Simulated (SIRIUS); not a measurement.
Crystal: In.

```
CELL_PARAMETERS angstrom
-1.62547 1.62547 2.47370
1.62547 -1.62547 2.47370
1.62547 1.62547 -2.47370
ATOMIC_POSITIONS crystal
In 0.00000 0.00000 0.00000
```

Base run:

| Quantity | Value |
| --- | --- |
| Program | SIRIUS 7.10.0 |
| Functional | WC |
| Potentials or basis | PseudoDojo 0.4.1 PBE standard (scalar relativistic) |
| Cutoff | 960 eV |
| Density cutoff | 3840 eV |
| k mesh | 9 × 9 × 9 |
| Occupations | fermi-dirac, width 0.05 eV |
| Spin | no spin polarisation |

Its results: band gap on the k mesh none (metal or under the smearing width); pressure -0.5 GPa.

Q: After a change of settings the same cell gave: band gap on the k mesh none (metal or under the smearing width); pressure 2.1 GPa. Which change was it?
A. functional from WC to revPBE; libxc names from ["XC_GGA_X_WC", "XC_GGA_C_PBE"] to ["XC_GGA_X_PBE_R", "XC_GGA_C_PBE"]
B. functional from WC to BLYP; libxc names from ["XC_GGA_X_WC", "XC_GGA_C_PBE"] to ["XC_GGA_X_B88", "XC_GGA_C_LYP"]
C. functional from WC to RPBE; libxc names from ["XC_GGA_X_WC", "XC_GGA_C_PBE"] to ["XC_GGA_X_RPBE", "XC_GGA_C_PBE"]
D. functional from WC to PBE; libxc names from ["XC_GGA_X_WC", "XC_GGA_C_PBE"] to ["XC_GGA_X_PBE", "XC_GGA_C_PBE"]

A: D.

Caveats: the potentials were made for another functional, which shifts forces and pressure (some runs).
